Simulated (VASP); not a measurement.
# HC60N3 (a cell with a defect) in VASP: a series of runs

One crystal, HC60N3 (a cell with a defect), is run at these levels: PBE, LDA, r2SCAN; tasks: single point.

Everything below comes from runs of VASP 6.6.1. Logs are shortened: lines on timing, memory, paths and dates and some standing lists are left out, and cuts for length are marked.

## Step 1: Starting point

The cell holds a defect, 64 atoms: a = 7.140 Å, b = 7.140 Å, c = 7.140 Å, α = 90.00°, β = 90.00°, γ = 90.00°.

The cell was built by a generator and needn't be a form met in nature.

## Step 2: Single point, PBE

INCAR

```
SYSTEM = HC60N3
PREC     = Accurate       ! precision mode
ENCUT    = 520            ! plane-wave cutoff, eV
EDIFF    = 1E-7           ! SCF threshold, eV
ISMEAR   = 0              ! smearing method
SIGMA    = 0.03           ! smearing width, eV
LREAL    = .FALSE.        ! projectors in reciprocal space
LASPH    = .TRUE.         ! aspherical terms in the spheres
NELM     = 100            ! most SCF steps
ALGO     = Normal         ! electronic algorithm
ISIF     = 2              ! what is computed and relaxed
LWAVE    = .FALSE.        ! write WAVECAR
LCHARG   = .TRUE.         ! write CHGCAR
GGA      = PE             ! functional
LELF     = .TRUE.         ! ELF
LVHAR    = .TRUE.
```

KPOINTS

```
regular mesh
0
G
  2 2 2
  0 0 0
```

POSCAR

```
HC60N3
1.0
    7.1400000000      0.0000000000      0.0000000000
    0.0000000000      7.1400000000      0.0000000000
    0.0000000000      0.0000000000      7.1400000000
H C N
1 60 3
Direct
    0.5326147900      0.5326147900      0.5326147900
    0.6319130000      0.6319130000      0.6319130000
    0.5014860000      0.7507060000      0.7507060000
    0.7507060000      0.5014860000      0.7507060000
    0.7507060000      0.7507060000      0.5014860000
    0.4950870000      0.2505090000      0.7494590000
    0.4950870000      0.7494590000      0.2505090000
    0.2505090000      0.4950870000      0.7494590000
    0.7494590000      0.4950870000      0.2505090000
    0.2505090000      0.7494590000      0.4950870000
    0.7494590000      0.2505090000      0.4950870000
    0.6235760000      0.3759650000      0.8734240000
    0.6235760000      0.8734240000      0.3759650000
    0.3759650000      0.6235760000      0.8734240000
    0.8734240000      0.6235760000      0.3759650000
    0.3759650000      0.8734240000      0.6235760000
    0.8734240000      0.3759650000      0.6235760000
    0.5050870000      0.2510410000      0.2510410000
    0.2510410000      0.5050870000      0.2510410000
    0.2510410000      0.2510410000      0.5050870000
    0.1273950000      0.6227350000      0.6227350000
    0.6227350000      0.1273950000      0.6227350000
    0.6227350000      0.6227350000      0.1273950000
    0.9999620000      0.4999560000      0.4999560000
    0.4999560000      0.9999620000      0.4999560000
    0.4999560000      0.4999560000      0.9999620000
    0.1278200000      0.3773090000      0.3773090000
    0.3773090000      0.1278200000      0.3773090000
    0.3773090000      0.3773090000      0.1278200000
    0.6239330000      0.8758650000      0.8758650000
    0.8758650000      0.6239330000      0.8758650000
    0.8758650000      0.8758650000      0.6239330000
    0.0011195000      0.7494200000      0.7494200000
    0.7494200000      0.0011195000      0.7494200000
    0.7494200000      0.7494200000      0.0011195000
    0.1237350000      0.3750450000      0.8761320000
    0.1237350000      0.8761320000      0.3750450000
    0.3750450000      0.1237350000      0.8761320000
    0.8761320000      0.1237350000      0.3750450000
    0.3750450000      0.8761320000      0.1237350000
    0.8761320000      0.3750450000      0.1237350000
    0.9987500000      0.2495250000      0.7493430000
    0.9987500000      0.7493430000      0.2495250000
    0.2495250000      0.9987500000      0.7493430000
    0.7493430000      0.9987500000      0.2495250000
    0.2495250000      0.7493430000      0.9987500000
    0.7493430000      0.2495250000      0.9987500000
    0.1237820000      0.1237820000      0.6246850000
    0.1237820000      0.6246850000      0.1237820000
    0.6246850000      0.1237820000      0.1237820000
    0.0017403000      0.2503660000      0.2503660000
    0.2503660000      0.0017403000      0.2503660000
    0.2503660000      0.2503660000      0.0017403000
    0.1249420000      0.8743930000      0.8743930000
    0.8743930000      0.1249420000      0.8743930000
    0.8743930000      0.8743930000      0.1249420000
    0.9999680000      0.9999680000      0.4998950000
    0.9999680000      0.4998950000      0.9999680000
    0.4998950000      0.9999680000      0.9999680000
    0.1254050000      0.1254050000      0.1254050000
    0.9997840000      0.9997840000      0.9997840000
    0.6351560000      0.3648080000      0.3648080000
    0.3648080000      0.6351560000      0.3648080000
    0.3648080000      0.3648080000      0.6351560000
```

Potentials or basis: VASP PAW PBE potentials, release 64 (H, C, N).

Command:

```bash
$ cat potpaw_PBE.64/H/POTCAR potpaw_PBE.64/C/POTCAR potpaw_PBE.64/N/POTCAR > POTCAR
$ mpirun -np 1 vasp_std > vasp.out
```

OUTCAR:

```text
SYSTEM = HC60N3
   PREC = Accurate
   ENCUT = 520
   EDIFF = 1E-7
   ISMEAR = 0
   LREAL = .FALSE.
   LASPH = .TRUE.
   NELM = 100
   ISIF = 2
   GGA = PE

 ion  position               nearest neighbor table
   1  0.533  0.533  0.533-   2 1.23
   2  0.632  0.632  0.632-   1 1.23   3 1.52   4 1.52   5 1.52
   3  0.501  0.751  0.751-   2 1.52  30 1.54  16 1.55  14 1.55
   4  0.751  0.501  0.751-   2 1.52  31 1.54  17 1.55  12 1.55
   5  0.751  0.751  0.501-   2 1.52  32 1.54  15 1.55  13 1.55
   6  0.495  0.251  0.749-  64 1.48  38 1.54  22 1.56  12 1.56
   7  0.495  0.749  0.251-  63 1.48  40 1.54  23 1.56  13 1.56
[... 52 lines left out ...]
  60  0.125  0.125  0.125-  51 1.54  52 1.54  53 1.54  61 1.55
  61  1.000  1.000  1.000-  54 1.55  55 1.55  56 1.55  60 1.55
  62  0.635  0.365  0.365-  18 1.48  11 1.48   9 1.48
  63  0.365  0.635  0.365-  19 1.48  10 1.48   7 1.48
  64  0.365  0.365  0.635-  20 1.48   8 1.48   6 1.48

  LATTYP: Found a simple cubic cell.
 ALAT       =     7.1400000000

  Lattice vectors:

 A1 = (   7.1400000000,   0.0000000000,   0.0000000000)
 A2 = (   0.0000000000,   7.1400000000,   0.0000000000)
 A3 = (   0.0000000000,   0.0000000000,   7.1400000000)

Analysis of symmetry for initial positions (statically):
=====================================================================
 Subroutine PRICEL returns:
 Original cell was already a primitive cell.

 Routine SETGRP: Setting up the symmetry group for a
 simple cubic supercell.

 Subroutine GETGRP returns: Found  6 space group operations
 (whereof  6 operations were pure point group operations)
 out of a pool of 48 trial point group operations.

The static configuration has the point symmetry C_3v.

Analysis of symmetry for dynamics (positions and initial velocities):
=====================================================================
 Subroutine PRICEL returns:
 Original cell was already a primitive cell.

 Routine SETGRP: Setting up the symmetry group for a
 simple cubic supercell.

 Subroutine GETGRP returns: Found  6 space group operations
 (whereof  6 operations were pure point group operations)
 out of a pool of 48 trial point group operations.

The dynamic configuration has the point symmetry C_3v.

 Subroutine INISYM returns: Found  6 space group operations
 (whereof  6 operations are pure point group operations),
 and found     1 'primitive' translations

----------------------------------------------------------------------------------------

                                     Primitive cell

  volume of cell :     363.9943

  direct lattice vectors                    reciprocal lattice vectors
     7.140000000  0.000000000  0.000000000     0.140056022  0.000000000  0.000000000
     0.000000000  7.140000000  0.000000000     0.000000000  0.140056022  0.000000000
     0.000000000  0.000000000  7.140000000     0.000000000  0.000000000  0.140056022

  length of vectors
     7.140000000  7.140000000  7.140000000     0.140056022  0.140056022  0.140056022

  position of ions in fractional coordinates (direct lattice)
     0.532614790  0.532614790  0.532614790
     0.631913000  0.631913000  0.631913000
     0.501486000  0.750706000  0.750706000
     0.750706000  0.501486000  0.750706000
     0.750706000  0.750706000  0.501486000
     0.495087000  0.250509000  0.749459000
[... 56 lines left out ...]
     0.364808000  0.635156000  0.364808000
     0.364808000  0.364808000  0.635156000

  ion indices of the primitive-cell ions
   primitive index   ion index
                 1           1
                 2           2
                 3           3
                 4           4
                 5           5
                 6           6
[... 56 lines left out ...]
                63          63
                64          64

----------------------------------------------------------------------------------------

 KPOINTS: regular mesh

Automatic generation of k-mesh.
 Grid dimensions read from file:
 generate k-points for:    2    2    2

 Generating k-lattice:

  Cartesian coordinates                     Fractional coordinates (reciprocal lattice)
     0.070028011  0.000000000  0.000000000     0.500000000  0.000000000  0.000000000
     0.000000000  0.070028011  0.000000000     0.000000000  0.500000000  0.000000000
     0.000000000  0.000000000  0.070028011     0.000000000  0.000000000  0.500000000

  Length of vectors
     0.070028011  0.070028011  0.070028011

  Shift w.r.t. Gamma in fractional coordinates (k-lattice)
     0.000000000  0.000000000  0.000000000

 Subroutine IBZKPT returns following result:
 ===========================================

 Found      4 irreducible k-points:

 Following reciprocal coordinates:
            Coordinates               Weight
  0.000000  0.000000  0.000000      1.000000
  0.500000  0.000000  0.000000      3.000000
  0.500000  0.500000  0.000000      3.000000
  0.500000  0.500000  0.500000      1.000000
   k-points           NKPTS =      4   k-points in BZ     NKDIM =      4   number of bands    NBANDS=    161
   number of dos      NEDOS =    301   number of ions     NIONS =     64
   total plane-waves  NPLWV = 157464
   dimension x,y,z NGX =    54 NGY =   54 NGZ =   54
   dimension x,y,z NGXF=   108 NGYF=  108 NGZF=  108
   ions per type =               1  60   3
   NGX,Y,Z   is equivalent  to a cutoff of  12.57, 12.57, 12.57 a.u.
   NGXF,Y,Z  is equivalent  to a cutoff of  25.15, 25.15, 25.15 a.u.
 SYSTEM =  HC60N3
   PREC   = accura    normal or accurate (medium, high low for compatibility)
   ISTART =      0    job   : 0-new  1-cont  2-samecut
   ICHARG =      2    charge: 1-file 2-atom 10-const
   ISPIN  =      1    spin polarized calculation?
   LNONCOLLINEAR =      F non collinear calculations
   LSORBIT =      F    spin-orbit coupling
   LASPH  =      T    aspherical Exc in radial PAW
   ENCUT  =  520.0 eV  38.22 Ry    6.18 a.u.  13.28 13.28 13.28*2*pi/ulx,y,z
   NELM   =    100;   NELMIN=  2; NELMDL= -5     # of ELM steps
   EDIFF  = 0.1E-06   stopping-criterion for ELM
   LREAL  =      F    real-space projection
[... 7 lines left out ...]
   TEBEG  =    0.0;   TEEND  =   0.0 temperature during run
   PSTRESS=    0.0 pullay stress
   NELECT =     256.0000    total number of electrons
   NUPDOWN=      -1.0000    fix difference up-down
   EMIN   =  10.00;   EMAX   =-10.00  energy-range for DOS
   EFERMI =   0.00;   METHOD = LEGACY
   ISMEAR =     0;   SIGMA  =   0.03  broadening in eV -4-tet -1-fermi 0-gaus
   EFERMI_NEDOS =   21; number of points for ismear=-14 and -15
   IALGO  =     38    algorithm
   IMIX   =      4    mixing-type and parameters
     AMIX     =   0.40;   BMIX     =  1.00
     AMIX_MAG =   1.60;   BMIX_MAG =  1.00
  volume/ion in A,a.u.               =       5.69        38.38
  Fermi-wavevector in a.u.,A,eV,Ry     =   1.455872  2.751200 28.838420  2.119564
  Thomas-Fermi vector in A             =   2.572856
   LORBIT       =      0    0 simple, 1 ext, 2 COOP (PROOUT), +10 PAW based schemes
   GGA     = PE    functional components
   LHFCALC =     F    Hartree Fock is set to
   AEXX    =    0.0000 exact exchange contribution
   IVDW    =     0    specifies the selected vdW correction
   LEPSILON=     F    determine dielectric tensor
   LRPA    =     F    only Hartree local field effects (RPA)
 non-spin polarized calculation
 Gauss-broadening in eV      SIGMA  =   0.03
  energy-cutoff  :      520.00
  volume of cell :      363.99
 maximum number of plane-waves:      9808
 NGX is ok and might be reduce to    54
   NGX = 27   NGY = 27   NGZ = 27

 number of electron     256.0000003 magnetization

 Free energy of the ion-electron system (eV)
  ---------------------------------------------------
  ext. energy  EPLUGINS =         0.00000000
  ---------------------------------------------------
  free energy    TOTEN  =      -570.24330940 eV

  energy without entropy =     -570.24330940  energy(sigma->0) =     -570.24330940

 E-fermi :   9.9611     XC(G=0): -13.1744

 val. band max:        9.7944855969   @ k =   0.0000   0.0000   0.0000
 cond. band min:      13.5110440791   @ k =   0.5000   0.0000   0.0000
 fundamental gap:      3.7165584822
 Fermi energy:         9.9610973954

 k-point     1 :       0.0000    0.0000    0.0000
  band No.  band energies     occupation
      1     -12.2495      2.00000
      2     -10.6253      2.00000
      3     -10.6253      2.00000
      4     -10.1702      2.00000
      5      -9.7635      2.00000
      6      -9.7635      2.00000
[... 132 lines left out ...]
    139      14.3484      0.00000
    140      14.5123      0.00000

 k-point     2 :       0.5000    0.0000    0.0000
  band No.  band energies     occupation
      1     -11.8333      2.00000
      2     -11.5826      2.00000
      3     -10.5096      2.00000
      4     -10.0357      2.00000
      5      -9.5611      2.00000
      6      -9.2367      2.00000
[... 132 lines left out ...]
    139      16.0162      0.00000
    140      16.0841      0.00000

 k-point     3 :       0.5000    0.5000    0.0000
  band No.  band energies     occupation
      1     -11.4605      2.00000
      2     -11.2927      2.00000
      3     -11.1316      2.00000
      4     -10.7727      2.00000
      5      -9.8192      2.00000
      6      -9.3954      2.00000
[... 132 lines left out ...]
    139      15.8210      0.00000
    140      15.9182      0.00000

 k-point     4 :       0.5000    0.5000    0.5000
  band No.  band energies     occupation
      1     -11.1580      2.00000
      2     -11.0489      2.00000
      3     -11.0489      2.00000
      4     -10.3071      2.00000
      5     -10.2652      2.00000
      6     -10.2652      2.00000
[... 132 lines left out ...]
    139      15.4669      0.00000
    140      15.4693      0.00000
 [bands above 140 left out]

------------------------ aborting loop because EDIFF is reached ----------------------------------------

  FORCE on cell =-STRESS in cart. coord.  units (eV):
  Direction    XX          YY          ZZ          XY          YZ          ZX
  --------------------------------------------------------------------------------------
  -------------------------------------------------------------------------------------
  Total        1.3647257      1.3647257      1.3647257     -2.5460673     -2.5460673     -2.5460673
  in kB        6.0070511      6.0070511      6.0070511    -11.2069086    -11.2069086    -11.2069086
  external PRESSURE =       6.0070511 kB  Pullay stress =       0.0000000 kB

 VOLUME and BASIS-vectors are now :
 -----------------------------------------------------------------------------
  energy-cutoff  :      520.00
  volume of cell :      363.99
      direct lattice vectors                 reciprocal lattice vectors
     7.140000000  0.000000000  0.000000000     0.140056022  0.000000000  0.000000000
     0.000000000  7.140000000  0.000000000     0.000000000  0.140056022  0.000000000
     0.000000000  0.000000000  7.140000000     0.000000000  0.000000000  0.140056022

 POSITION                                       TOTAL-FORCE (eV/Angst)
 -----------------------------------------------------------------------------------
      3.80287      3.80287      3.80287         1.882309      1.882309      1.882309
      4.51186      4.51186      4.51186        -1.571736     -1.571736     -1.571736
      3.58061      5.36004      5.36004         0.047797     -0.122761     -0.122761
      5.36004      3.58061      5.36004        -0.122761      0.047797     -0.122761
      5.36004      5.36004      3.58061        -0.122761     -0.122761      0.047797
      3.53492      1.78863      5.35114         0.043631     -0.013518      0.025945
[... 56 lines left out ...]
      2.60473      4.53501      2.60473        -0.060391     -0.049425     -0.060391
      2.60473      2.60473      4.53501        -0.060391     -0.060391     -0.049425
 -----------------------------------------------------------------------------------
    total drift:                                0.000094      0.000094      0.000090

  FREE ENERGIE OF THE ION-ELECTRON SYSTEM (eV)
  ---------------------------------------------------
  free  energy   TOTEN  =      -570.2433094022 eV

  energy  without entropy=     -570.2433094022  energy(sigma->0) =     -570.24330940
```

It took 5.4 min on 1 thread of AMD EPYC 9R45 (Zen 5), shared host; peak memory 0.46 GiB.

What came out:

* Free energy: -570.2433 eV
* Pressure: 0.6 GPa
* Largest force: 3.260 eV/Å
* Band gap on the k mesh: 3.72 eV, indirect (least direct gap 3.77 eV)

Forces in eV/Å, atoms in the order of the input:
```
H    1.882  1.882  1.882
C   -1.572 -1.572 -1.572
C    0.048 -0.123 -0.123
C   -0.123  0.048 -0.123
C   -0.123 -0.123  0.048
C    0.044 -0.014  0.026
C    0.044  0.026 -0.014
C   -0.014  0.044  0.026
C    0.026  0.044 -0.014
C   -0.014  0.026  0.044
C    0.026 -0.014  0.044
C    0.012  0.011  0.001
C    0.012  0.001  0.011
C    0.011  0.012  0.001
C    0.001  0.012  0.011
C    0.011  0.001  0.012
C    0.001  0.011  0.012
C   -0.005 -0.048 -0.048
C   -0.048 -0.005 -0.048
C   -0.048 -0.048 -0.005
C   -0.002 -0.006 -0.006
C   -0.006 -0.002 -0.006
C   -0.006 -0.006 -0.002
C   -0.012 -0.001 -0.001
C   -0.001 -0.012 -0.001
C   -0.001 -0.001 -0.012
C    0.000  0.005  0.005
C    0.005  0.000  0.005
C    0.005  0.005  0.000
C   -0.009  0.021  0.021
C    0.021 -0.009  0.021
C    0.021  0.021 -0.009
C   -0.005  0.003  0.003
C    0.003 -0.005  0.003
C    0.003  0.003 -0.005
C    0.004 -0.010 -0.010
C    0.004 -0.010 -0.010
C   -0.010  0.004 -0.010
C   -0.010  0.004 -0.010
C   -0.010 -0.010  0.004
C   -0.010 -0.010  0.004
C   -0.002 -0.004 -0.010
C   -0.002 -0.010 -0.004
C   -0.004 -0.002 -0.010
C   -0.010 -0.002 -0.004
C   -0.004 -0.010 -0.002
C   -0.010 -0.004 -0.002
C    0.005  0.005  0.004
C    0.005  0.004  0.005
C    0.004  0.005  0.005
C    0.003 -0.004 -0.004
C   -0.004  0.003 -0.004
C   -0.004 -0.004  0.003
C    0.003 -0.001 -0.001
C   -0.001  0.003 -0.001
C   -0.001 -0.001  0.003
C    0.009  0.009  0.020
C    0.009  0.020  0.009
C    0.020  0.009  0.009
C   -0.005 -0.005 -0.005
C   -0.001 -0.001 -0.001
N   -0.049 -0.060 -0.060
N   -0.060 -0.049 -0.060
N   -0.060 -0.060 -0.049
```

Stress tensor (GPa, compression positive):
```
 0.60 -1.12 -1.12
-1.12  0.60 -1.12
-1.12 -1.12  0.60
```

Levels at points of the mesh, in eV from the valence-band top:
| k point | band 125 | band 126 | band 127 | band 128 | band 129 | band 130 | band 131 | band 132 |
| --- | --- | --- | --- | --- | --- | --- | --- | --- |
| (0.00, 0.00, 0.00) | -1.35 | -0.03 | 0.00 | 0.00 | 3.77 | 3.95 | 3.95 | 4.17 |
| (0.50, 0.00, 0.00) | -1.73 | -0.83 | -0.60 | -0.49 | 3.72 | 3.85 | 4.71 | 5.09 |
| (0.50, 0.50, 0.00) | -1.16 | -1.12 | -0.32 | -0.24 | 5.06 | 5.09 | 5.30 | 5.53 |
| (0.50, 0.50, 0.50) | -1.99 | -0.46 | -0.46 | -0.35 | 4.97 | 4.97 | 5.15 | 5.49 |

Caveat: the k mesh is coarse (spacing up to 0.44 Å⁻¹), so the values aren't converged. PBE gaps usually lie below the measured ones, often by a third to a half.

(Part 1 of 2 ends here.)
